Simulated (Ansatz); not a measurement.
Runs of Ansatz 0.2.0 on CrO2. It takes space group Fm-3m (No. 225, cubic). Conventional cell: a = 4.674 Å, b = 4.674 Å, c = 4.674 Å, α = 90.00°, β = 90.00°, γ = 90.00°. Around Cr (site symmetry m-3m) lie 8 O at 2.02 Å. O (site symmetry -43m) is surrounded by 4 Cr at 2.02 Å. Measurements of this composition are mostly on another form, of space group No. 136.

| level | spin | U | gap on the mesh (eV) | pressure (GPa) | moment (μB) |
| --- | --- | --- | --- | --- | --- |
| PBEsol+U | collinear, program default start | Cr d U = 5 eV | 0.21 | 3.6 | 2.00 |
| PBEsol+U | collinear, ferromagnetic start | Cr d U = 5 eV | 0.21 | 3.6 | 2.00 |
| PBEsol+U | collinear, program default start | Cr d U = 8 eV | 0.05 | (a) | 2.00 |
| LDA+U | collinear, program default start | Cr d U = 7 eV | 0.04 | 1.1 | 2.00 |

Alike in all rows: task single point; potentials or basis Ansatz PAW; cell as given; k mesh 7 × 7 × 7; cutoff (eV) 420; smearing gaussian 0.05 eV.

Problem. Fill in the values left out.

Solution. (a) 13.4.

Caveats: the magnetic or orbital state may not be the lowest; odd divisions of the mesh miss points on the zone boundary, where band edges often lie, so the gap on the mesh can be too wide; a cell with one magnetic atom can't hold antiferromagnetic order, which such compounds often take; the PAW data sets come from PBE, with cores solved anew for the run's functional, which leaves a small shift of forces and pressure.

A k mesh can miss the band edges.
